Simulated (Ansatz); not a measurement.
# GaN (F-43m) in Ansatz: settings compared

Aim: see how the results for GaN move with the level of theory and the settings. Levels: PBEsol+D3(BJ), PBEsol+D4. Tasks: relaxation of cell and atoms.

Program: Ansatz 0.2.0. These are calculated values, not measurements. Logs are shortened: lines on timing, memory, paths and dates and some standing lists are left out, and cuts for length are marked.

**1. The structure**

Symmetry: F-43m, No. 216, cubic system. Conventional cell: a = 4.507 Å, b = 4.507 Å, c = 4.507 Å, α = 90.00°, β = 90.00°, γ = 90.00°. Ga (site symmetry -43m) is surrounded by 4 N at 1.95 Å. N (site symmetry -43m) has 4 Ga at 1.95 Å as nearest neighbours.

The cell is a database's computed one.

**2. Relaxation of cell and atoms, PBEsol+D3(BJ)**

The input, input.yaml:

```yaml
crystal:
  lattice:
    - [0.0, 2.2535006075, 2.2535006075]
    - [2.2535006075, 0.0, 2.2535006075]
    - [2.2535006075, 2.2535006075, 0.0]
  atoms:
    - { symbol: Ga, position: [0.0, 0.0, 0.0] }
    - { symbol: "N", position: [0.25, 0.25, 0.25] }
hamiltonian:
  xc: pbesol
  pseudopotentials: { kind: paw }
  dispersion: d3bj
kpoints:
  mp_grid: { grid: [10, 10, 10] }
scf:
  occupations: { method: fermi_dirac, width: 0.05 }
output:
  forces: true
  stress: true
relax:
  f_tol: 0.01
  max_steps: 40
  cell: { stress_tol: 0.05 }
```

Potentials or basis: Ansatz PAW.

The run is started by

```bash
$ ansatz run input.yaml --threads 2 --pin off --max-ram 5632MiB --backend cpu --events-out ev --progress --plain --runs-dir out
```

The log of the run:

```text
Warning: RAYON_NUM_THREADS=2 ignored (pool sized by the plan → 2); use --threads N
Engine: ansatz 0.2.0, x86_64-unknown-linux-gnu
Pseudopotentials: kind: paw
Pseudopotential: Ga, paw, valence charge 13, recommended cutoff 420 eV (normal), Ga.paw.azcp
Pseudopotential: N, paw, valence charge 5, recommended cutoff 420 eV (normal), N.paw.azcp
Functional definition: PBEsol
  exchange = pbesol_x
  correlation = pbesol_c
Crystal: 2 atoms, lattice volume = 22.888 Å³
Basis set: ecut = 420 eV, 459 PW (Γ), exchange–correlation on 48×48×48 points (8 copies of the dense FFT grid, shifted against one another)
Bands: 13, of which v1, the nominal top of the filled ones, is band 9 counted from 1 (8 counted from 0)
Symmetry: 24 space group operations
Space group: F-43m (ITA 216), of the structure as read, at distance tolerance 2.8e-5 Å
k-points: 47 of 1000 (time reversal used)
Non-local potential: Ga, projectors of the file, l = 0: 2, l = 1: 2, l = 2: 3, l = 3: 1
Non-local potential: N, projectors of the file, l = 0: 2, l = 1: 2, l = 2: 1
PAW form: soft (Blöchl's): semilocal exchange-correlation on the pseudo side does not see the compensation charge
PAW frozen core: Ga, regenerated for the run's functional, and the local potential with it (the file was generated under x = pbe(κ = 0.804, μ = 0.2195149727645171), c = pbe(β = 0.06672455060314922))
PAW frozen core: N, regenerated for the run's functional, and the local potential with it (the file was generated under x = pbe(κ = 0.804, μ = 0.2195149727645171), c = pbe(β = 0.06672455060314922))
PAW one-centre angular grid: Ga, 590 points (default); XC on 64 Gauss nodes
PAW one-centre angular grid: N, 110 points (default); XC on 64 Gauss nodes
Initial density: superposition of atomic densities (neutral atoms: chi_scale 0, normalization atom), corrected by the library's trained network
Initial wavefunctions: pseudopotential atomic-orbital guess
Functional: x = pbesol(κ = 0.804, μ = 0.12345679012345678), c = pbesol(β = 0.046)
SCF iter   1: F=—  HF=-4123.285019 eV  |F-HF|=—  |Δ(HF+E_count)|=         —  Δρ=1.23e-2  dr2=3.37e-2  ethr=1.77e-3  ⟨swp⟩=5.0  Hψ=3170  notcnv=0
preconditioner: auto → none  [insulator: Δε(μ)=1.570 eV  Ē_g=18.624 eV  σ=0.050 eV  W_gap=1.00  n_scr=8 (ndim 8)  ℏωp=32.9 eV  f_vac=0.001  D(μ)=0.00/eV (n_scr^D=0)  ε∞_Penn≈4.1]
SCF iter   2: F=—  HF=-4123.276585 eV  |F-HF|=—  |Δ(HF+E_count)|=   8.43e-3  Δρ=4.09e-3  dr2=4.34e-3  ethr=1.87e-4  ⟨swp⟩=2.0  Hψ=1166  notcnv=0
SCF iter   3: F=—  HF=-4123.275502 eV  |F-HF|=—  |Δ(HF+E_count)|=   1.08e-3  Δρ=1.03e-3  dr2=1.01e-4  ethr=2.41e-5  ⟨swp⟩=2.5  Hψ=1033  notcnv=0
SCF iter   4: F=—  HF=-4123.275417 eV  |F-HF|=—  |Δ(HF+E_count)|=   8.56e-5  Δρ=3.23e-4  dr2=7.99e-6  ethr=5.59e-7  ⟨swp⟩=2.1  Hψ=970  notcnv=0
SCF iter   5: F=—  HF=-4123.275418 eV  |F-HF|=—  |Δ(HF+E_count)|=   1.37e-6  Δρ=2.71e-5  dr2=1.16e-7  ethr=4.44e-8  ⟨swp⟩=2.1  Hψ=970  notcnv=0
SCF iter   6: F=-4123.275418 eV  HF=-4123.275418 eV  |F-HF|=5.35e-10  |Δ(HF+E_count)|=   1.86e-8  Δρ=3.85e-6  dr2=1.32e-9  ethr=5.56e-10  ⟨swp⟩=4.0  Hψ=1804  notcnv=0
SCF 1 converged in 6 iterations: F = -4123.275418 eV  dr2 = 1.32e-9
relax step   1: F+E_penalty+E_count = -4123.27541825 eV  Δ(F+E_penalty+E_count) = +0.000e0 eV  max|allowed force component| = 2.128e-16 eV/Å  Δτ_max = 0.0000 Å  P = -4.244 GPa  Ω = 22.888 Å³  (6 SCF iters, dr2 threshold 1.00e-7 eV, accepted)
Crystal: 2 atoms, lattice volume = 22.582 Å³
Initial density: handed on by an earlier stage of this run
Initial wavefunctions: those handed on with the density
iter 1 solved again at ethr=9.13e-6 eV; its pass at ethr=3.10e-3 eV (dr2=1.64e-3 eV) is discarded
SCF iter   1: F=—  HF=-4123.282588 eV  |F-HF|=—  |Δ(HF+E_count)|=         —  Δρ=2.56e-3  dr2=1.65e-3  ethr=9.13e-6  ⟨swp⟩=1.5  Hψ=3591  notcnv=0
preconditioner: auto → none  [insulator: Δε(μ)=1.770 eV  Ē_g=18.763 eV  σ=0.050 eV  W_gap=1.00  n_scr=8 (ndim 8)  ℏωp=33.2 eV  f_vac=0.000  D(μ)=0.00/eV (n_scr^D=0)  ε∞_Penn≈4.1]
SCF iter   2: F=—  HF=-4123.282197 eV  |F-HF|=—  |Δ(HF+E_count)|=   3.91e-4  Δρ=8.70e-4  dr2=2.18e-4  ethr=9.13e-6  ⟨swp⟩=1.8  Hψ=780  notcnv=0
SCF iter   3: F=—  HF=-4123.282152 eV  |F-HF|=—  |Δ(HF+E_count)|=   4.45e-5  Δρ=1.93e-4  dr2=4.38e-6  ethr=1.21e-6  ⟨swp⟩=2.4  Hψ=856  notcnv=0
SCF iter   4: F=—  HF=-4123.282148 eV  |F-HF|=—  |Δ(HF+E_count)|=   4.34e-6  Δρ=7.04e-5  dr2=5.38e-7  ethr=2.44e-8  ⟨swp⟩=2.1  Hψ=1009  notcnv=0
iter 5 did not close the SCF: its close was put off for the readings that it lacked (scf_convergence_deferred on its scf_iter line)
SCF iter   5: F=-4123.282148 eV  HF=-4123.282148 eV  |F-HF|=1.86e-9  |Δ(HF+E_count)|=   1.78e-7  Δρ=7.71e-6  dr2=7.24e-9  ethr=2.99e-9  ⟨swp⟩=2.0  Hψ=930  notcnv=0
SCF iter   6: F=-4123.282148 eV  HF=-4123.282148 eV  |F-HF|=3.82e-11  |Δ(HF+E_count)|=   3.19e-9  Δρ=5.85e-7  dr2=3.43e-11  ethr=4.02e-11  ⟨swp⟩=1.5  Hψ=1898  notcnv=0
[... 44 lines left out ...]
SCF iter   1: F=—  HF=-4123.282524 eV  |F-HF|=—  |Δ(HF+E_count)|=         —  Δρ=9.14e-5  dr2=2.09e-6  ethr=1.16e-8  ⟨swp⟩=1.4  Hψ=3415  notcnv=0
preconditioner: auto → none  [insulator: Δε(μ)=1.808 eV  Ē_g=18.832 eV  σ=0.050 eV  W_gap=1.00  n_scr=8 (ndim 8)  ℏωp=33.3 eV  f_vac=0.000  D(μ)=0.00/eV (n_scr^D=0)  ε∞_Penn≈4.1]
SCF iter   2: F=—  HF=-4123.282524 eV  |F-HF|=—  |Δ(HF+E_count)|=   7.33e-7  Δρ=3.11e-5  dr2=2.74e-7  ethr=1.16e-8  ⟨swp⟩=1.8  Hψ=764  notcnv=0
iter 3 did not close the SCF: its close was put off for the readings that it lacked (scf_convergence_deferred on its scf_iter line)
SCF iter   3: F=-4123.282524 eV  HF=-4123.282524 eV  |F-HF|=1.04e-8  |Δ(HF+E_count)|=   5.72e-8  Δρ=6.59e-6  dr2=5.07e-9  ethr=1.52e-9  ⟨swp⟩=2.3  Hψ=850  notcnv=0
iter 4 did not close the SCF: its close was put off for the readings that it lacked (scf_convergence_deferred on its scf_iter line)
SCF iter   4: F=-4123.282524 eV  HF=-4123.282524 eV  |F-HF|=8.28e-11  |Δ(HF+E_count)|=   3.77e-9  Δρ=2.46e-6  dr2=6.50e-10  ethr=2.81e-11  ⟨swp⟩=2.0  Hψ=1009  notcnv=0
iter 5 did not close the SCF: its close was put off for the readings that it lacked (scf_convergence_deferred on its scf_iter line)
SCF iter   5: F=-4123.282524 eV  HF=-4123.282524 eV  |F-HF|=1.82e-12  |Δ(HF+E_count)|=  2.05e-10  Δρ=3.08e-7  dr2=1.17e-11  ethr=3.61e-12  ⟨swp⟩=2.0  Hψ=997  notcnv=0
SCF iter   6: F=-4123.282524 eV  HF=-4123.282524 eV  |F-HF|=9.09e-13  |Δ(HF+E_count)|=  6.37e-12  Δρ=2.28e-8  dr2=5.58e-14  ethr=1.00e-12  ⟨swp⟩=1.7  Hψ=1519  notcnv=0
SCF 6 converged in 6 iterations: F = -4123.282524 eV  dr2 = 5.58e-14
relax step   6: F+E_penalty+E_count = -4123.28252421 eV  Δ(F+E_penalty+E_count) = -3.787e-5 eV  max|allowed force component| = 2.313e-17 eV/Å  Δτ_max = 0.0000 Å  P = -0.001 GPa  Ω = 22.373 Å³  energy of the carried Pulay correction = +3.478e-5 eV  (6 SCF iters, dr2 threshold 2.19e-8 eV, accepted)
iter 1 solved again at ethr=1.79e-8 eV; its pass at ethr=3.10e-3 eV (dr2=3.22e-6 eV) is discarded
SCF iter   1: F=—  HF=-4123.282437 eV  |F-HF|=—  |Δ(HF+E_count)|=         —  Δρ=7.38e-6  dr2=1.92e-9  ethr=1.79e-8  ⟨swp⟩=3.1  Hψ=4939  notcnv=0
preconditioner: auto → none  [insulator: Δε(μ)=1.807 eV  Ē_g=18.832 eV  σ=0.050 eV  W_gap=1.00  n_scr=8 (ndim 8)  ℏωp=33.3 eV  f_vac=0.000  D(μ)=0.00/eV (n_scr^D=0)  ε∞_Penn≈4.1]
SCF iter   2: F=—  HF=-4123.282437 eV  |F-HF|=—  |Δ(HF+E_count)|=   8.35e-9  Δρ=3.61e-6  dr2=4.37e-10  ethr=1.07e-11  ⟨swp⟩=2.3  Hψ=1027  notcnv=0
SCF iter   3: F=—  HF=-4123.282437 eV  |F-HF|=—  |Δ(HF+E_count)|=  7.22e-10  Δρ=5.98e-7  dr2=2.27e-11  ethr=2.43e-12  ⟨swp⟩=2.0  Hψ=1034  notcnv=0
iter 4 did not close the SCF: its close was put off for the readings that it lacked (scf_convergence_deferred on its scf_iter line)
SCF iter   4: F=-4123.282437 eV  HF=-4123.282437 eV  |F-HF|=0.00e0  |Δ(HF+E_count)|=  1.46e-11  Δρ=1.93e-7  dr2=2.42e-12  ethr=1.00e-12  ⟨swp⟩=2.0  Hψ=844  notcnv=0
iter 5 did not close the SCF: its close was put off for the readings that it lacked (scf_convergence_deferred on its scf_iter line)
SCF iter   5: F=-4123.282437 eV  HF=-4123.282437 eV  |F-HF|=1.82e-12  |Δ(HF+E_count)|=  1.82e-12  Δρ=1.51e-8  dr2=1.75e-14  ethr=1.00e-12  ⟨swp⟩=1.0  Hψ=611  notcnv=0
iter 6 did not close the SCF: its close was put off for the readings that it lacked (scf_convergence_deferred on its scf_iter line)
SCF iter   6: F=-4123.282437 eV  HF=-4123.282437 eV  |F-HF|=9.09e-13  |Δ(HF+E_count)|=  9.09e-13  Δρ=4.47e-9  dr2=1.12e-15  ethr=1.00e-12  ⟨swp⟩=1.0  Hψ=611  notcnv=0
iter 7 did not close the SCF: its close was put off for the readings that it lacked (scf_convergence_deferred on its scf_iter line)
SCF iter   7: F=-4123.282437 eV  HF=-4123.282437 eV  |F-HF|=9.09e-13  |Δ(HF+E_count)|=  9.09e-13  Δρ=4.10e-10  dr2=2.00e-17  ethr=1.00e-12  ⟨swp⟩=1.0  Hψ=611  notcnv=0
SCF iter   8: F=-4123.282437 eV  HF=-4123.282437 eV  |F-HF|=9.09e-13  |Δ(HF+E_count)|=    0.00e0  Δρ=1.13e-10  dr2=2.02e-18  ethr=1.00e-12  ⟨swp⟩=1.7  Hψ=1508  notcnv=0
SCF 7 converged in 8 iterations: F = -4123.282437 eV  dr2 = 2.02e-18
relax step   7: F+E_penalty+E_count = -4123.28243682 eV  Δ(F+E_penalty+E_count) = +8.739e-5 eV  max|allowed force component| = 2.313e-17 eV/Å  Δτ_max = 0.0000 Å  P = -0.002 GPa  Ω = 22.373 Å³  stress off target by 1.95e-3 GPa  SCF on the basis re-selected at this cell (its energy is not comparable with the rows above)  (8 SCF iters)
basis re-selected at this cell: Δ(F+E_penalty+E_count) = +8.739e-5 eV, ΔP = -0.001 GPa vs the last step (what re-selecting the basis moved, of the pressure what is left beyond the Pulay correction that the steps carried, after the strain that the cell walked since its last selection, with what the two solves' SCF thresholds leave and, on support functions, any second-order correction that the steps lacked; it is no measure of the basis error at this ecutwfc). This SCF's stress stands 1.95e-3 GPa from its target on what of the cell is left free (relax.cell.stress_tol is 5.00e-2 GPa) and its largest allowed force component is 2.31e-17 eV/Å (relax.f_tol is 1.00e-2 eV/Å): within both
SCF converged after 8 iterations
Free energy (F): -4123.282437 eV
Harris-Foulkes:  -4123.282437 eV  (|F-HF|=9.09e-13)
Internal energy: -4123.282437 eV  (E = F + TS)
E sigma→0 (E₀):  -4123.282437 eV
Fermi energy:    10.808149 eV
--- Per-component energies (eV) ---
  E_band       = -2.661539
  E_kinetic    = 247.392115
  E_local      = -1932.063732  (includes V_loc(G=0)·N_el)
  E_nonlocal   = 475.485553
  E_hartree    = 888.781206
  E_xc         = -127.982294
  E_vxc        = -134.237747  (∫ρ·V_xc dr)
  E_paw        = -2075.827871  (= ΣΔE_a)
  E_vpaw       = -436.800175  (= ΣTr[D̂ρ^β])
  E_aug_tail   = 0.000034  (compensation charges beyond the density's cutoff)
  E_ewald      = -1599.507375
  E_disp       = -0.451150  (pairwise vdW)
  E_core_change = 0.891077  (= ΣΔE_core)
  E_smearing   = -0.000000  (= −TS)
  E_closure    = -0.000000  (closes the sum)
  Σ components = -4123.282437   (vs F -4123.282437, Δ=0.00e0)
--- Forces (eV/Å), atoms counted from 1 ---
  atom   1  Ga     0.00000000     0.00000000     0.00000000
  atom   2  N      0.00000000    -0.00000000     0.00000000
  max |Σ_I F_I| component: 6.48e-17 eV/Å
--- Stress (GPa, compression-positive) ---
       -0.001951      -0.000000      -0.000000
       -0.000000      -0.001951       0.000000
        0.000000       0.000000      -0.001951
  P = ⅓ Tr σ = -0.0020 GPa (-0.020 kbar)
--- Relaxed structure (5 steps of the walk, 5 accepted, 2 SCFs on fresh bases) ---
  F+E_penalty+E_count = -4123.28243682 eV   max|allowed force component| = 2.313e-17 eV/Å   (the final SCF, on the basis selected at the relaxed cell)
  cell:  # Å, volume = 22.3734 Å³
    - [-4.71198845318638e-34, 2.236492115806762, 2.236492115806762]
    - [2.236492115806762, 6.1231705902199265e-34, 2.236492115806762]
    - [2.236492115806762, 2.236492115806762, 7.381090550519373e-34]
  atoms:
    - { symbol: Ga, position: [-2.4036727350157153e-34, 3.9705112585815145e-34, 2.0119631041242655e-34] }
    - { symbol: N, position: [0.25, 0.25, 0.25] }
```

Run time: 21 s. Hardware: 2 threads of Intel Xeon at 2.50GHz (Skylake/Cascade Lake), shared host; peak memory 0.33 GiB.

What came out:

- Free energy: -4123.2824 eV
- Relaxed volume: 11.19 Å³/atom
- Relaxed cell: a = 3.163 Å, b = 3.163 Å, c = 3.163 Å, α = 60.00°, β = 60.00°, γ = 60.00°
- Space group after relaxing (to 0.05 Å): F-43m (No. 216)
- Energy gained by relaxing: 3.5 meV/atom
- Ionic steps: 7
- Pressure after relaxing: 0.0 GPa
- Band gap on the k mesh: 1.81 eV

The path:
| step | energy change (eV) | largest force (eV/Å) | volume (Å³) |
| --- | --- | --- | --- |
| 1 | 0.0000 | 0.0000 | 22.89 |
| 2 | -0.0067 | 0.0000 | 22.58 |
| 3 | -0.0085 | 0.0000 | 22.38 |
| 4 | -0.0085 | 0.0000 | 22.38 |
| 5 | -0.0071 | 0.0000 | 22.38 |
| 6 | -0.0071 | 0.0000 | 22.37 |
| 7 | -0.0070 | 0.0000 | 22.37 |

Final structure:
```
Ga N
1.0
     0.00000    2.23649    2.23649
     2.23649    0.00000    2.23649
     2.23649    2.23649    0.00000
Ga N
1 1
Direct
  0.00000 0.00000 0.00000
  0.25000 0.25000 0.25000
```

Caveat: the plane-wave basis is chosen anew once the cell has moved, so the energies of steps on either side of that aren't comparable; the pressure holds a Pulay correction of +0.5 GPa for the finite cutoff; the PAW data sets come from PBE, with cores solved anew for the run's functional, which leaves a small shift of forces and pressure. A k mesh can miss the band edges.

**3. Relaxation of cell and atoms, PBEsol+D4**

input.yaml, as its differences from that of step 2:

```diff
@@ -11,3 +11,3 @@
   pseudopotentials: { kind: paw }
-  dispersion: d3bj
+  dispersion: d4
 kpoints:
```

Potentials or basis: Ansatz PAW.

The run is started by

```bash
$ ansatz run input.yaml --threads 2 --pin off --max-ram 5632MiB --backend cpu --events-out ev --progress --plain --runs-dir out
```

Wall time 24 s (2 threads of Intel Xeon at 2.50GHz (Skylake/Cascade Lake), shared host); peak memory 0.34 GiB.

Results (log left out):

```yaml
Free_energy: -4123.2989 eV
Relaxed_volume: 11.18 Å³/atom
Relaxed_cell: a = 3.163 Å, b = 3.163 Å, c = 3.163 Å, α = 60.00°, β = 60.00°, γ = 60.00°
Space_group_after_relaxing_to_0.05_Å: F-43m (No. 216)
Energy_gained_by_relaxing: 3.6 meV/atom
Ionic_steps: 7
Pressure_after_relaxing: 0.0 GPa
Band_gap_on_the_k_mesh: 1.81 eV
```

Step by step:
```tsv
step	energy change (eV)	largest force (eV/Å)	volume (Å³)
1	0.0000	0.0000	22.89
2	-0.0068	0.0000	22.58
3	-0.0086	0.0000	22.37
4	-0.0086	0.0000	22.38
5	-0.0072	0.0000	22.38
6	-0.0072	0.0000	22.37
7	-0.0072	0.0000	22.37
```

Final structure:
```xyz
2
Lattice="0.0000 2.2363 2.2363 2.2363 0.0000 2.2363 2.2363 2.2363 0.0000" Properties=species:S:1:pos:R:3 pbc="T T T"
Ga    0.0000    0.0000    0.0000
N     1.1182    1.1182    1.1182
```

Caveat: the plane-wave basis is chosen anew once the cell has moved, so the energies of steps on either side of that aren't comparable; the pressure holds a Pulay correction of +0.5 GPa for the finite cutoff; the PAW data sets come from PBE, with cores solved anew for the run's functional, which leaves a small shift of forces and pressure.
